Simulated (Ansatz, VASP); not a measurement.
## W in VASP and in Ansatz

File INCAR:

```
SYSTEM = W
PREC     = Accurate       ! precision mode
ENCUT    = 520            ! plane-wave cutoff, eV
EDIFF    = 1E-6           ! SCF threshold, eV
ISMEAR   = 0              ! smearing method
SIGMA    = 0.05           ! smearing width, eV
LREAL    = .FALSE.        ! projectors in reciprocal space
LASPH    = .TRUE.         ! aspherical terms in the spheres
NELM     = 150            ! most SCF steps
ALGO     = Normal         ! electronic algorithm
ISIF     = 2              ! what is computed and relaxed
LWAVE    = .FALSE.        ! write WAVECAR
LCHARG   = .FALSE.        ! write CHGCAR
MAGMOM   = 0 0 0          ! initial moments
LORBIT   = 11             ! projections on sites
LSORBIT  = .TRUE.         ! spin-orbit coupling
GGA_COMPAT= .FALSE.      
LORBMOM  = .TRUE.       
LMAXMIX  = 4              ! l up to which the mixer works
GGA      = PE             ! functional
NBANDS   = 25             ! bands
```

KPOINTS

```
Automatic mesh
0
G
  18 18 18
  0 0 0
```

File POSCAR:

```
W
1.0
    0.0000000000      2.0201938004      2.0201938004
    2.0201938004      0.0000000000      2.0201938004
    2.0201938004      2.0201938004      0.0000000000
W
1
Direct
    0.0000000000      0.0000000000      0.0000000000
```

Input for Ansatz:

```yaml
crystal:
  lattice:
    - [0.0, 2.0201938004, 2.0201938004]
    - [2.0201938004, 0.0, 2.0201938004]
    - [2.0201938004, 2.0201938004, 0.0]
  atoms:
    - { symbol: W, position: [0.0, 0.0, 0.0] }
basis:
  ecutwfc: 420
  ecutrho_ratio: 4
kpoints:
  mp_grid: { grid: [18, 18, 18] }
hamiltonian:
  xc: pbe
scf:
  occupations: { method: gaussian, width: 0.05 }
output:
  forces: true
  stress: true
  eigenvalues: true
  populations: true
magnetization:
  noncollinear: true
  spin_orbit: true
```

Alike in both runs: task single point; functional PBE; k mesh 18 × 18 × 18; occupations gaussian, width 0.05 eV; non-collinear spin, spin-orbit coupling.

```csv
,VASP,Ansatz
version,VASP 6.6.1,Ansatz 0.2.0
potentials or method,"VASP PAW PBE potentials, release 64 (W_sv)","plane waves, PAW"
plane-wave cutoff (eV),520,420
valence electrons in the cell,14,14
```

|  | VASP | Ansatz | Ansatz less VASP |
| --- | --- | --- | --- |
| pressure (GPa) | 1.0 | 0.0 | -0.99 |
| net moment per atom (μB) | 0.00 | 0.00 | 0.000 |

With one functional, cell and mesh, what is left measures potentials, basis and numerics.
